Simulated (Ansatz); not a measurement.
**AlPt in Ansatz: the effect of functional**

AlPt:

```
CELL_PARAMETERS angstrom
3.13223 0.00000 0.00000
0.00000 3.13223 0.00000
0.00000 0.00000 3.13223
ATOMIC_POSITIONS crystal
Pt 0.50000 0.50000 0.50000
Al 0.00000 0.00000 0.00000
```

Measurements of this composition are mostly on another form, of space group No. 198.

The cell isn't the ideal one: volume scaled by 1.04.

Alike in all runs:

* Program: Ansatz 0.2.0
* Task: single point
* Potentials or basis: Ansatz PAW
* k mesh: 9 × 9 × 9
* Occupations: fermi-dirac, width 0.05 eV
* Spin: no spin polarisation

```tsv
functional	cutoff	pressure (GPa)
LDA	420 eV (not typed: the program's choice for these potentials)	?
PBEsol	420 eV (not typed: the program's choice for these potentials)	-12.0
r2SCAN	500 eV (not typed: the program's choice for these potentials)	-11.3
```

What does the run with functional LDA give?

Pressure -15.7 GPa.

Caveats: the PAW data sets come from PBE, with cores solved anew for the run's functional, which leaves a small shift of forces and pressure.
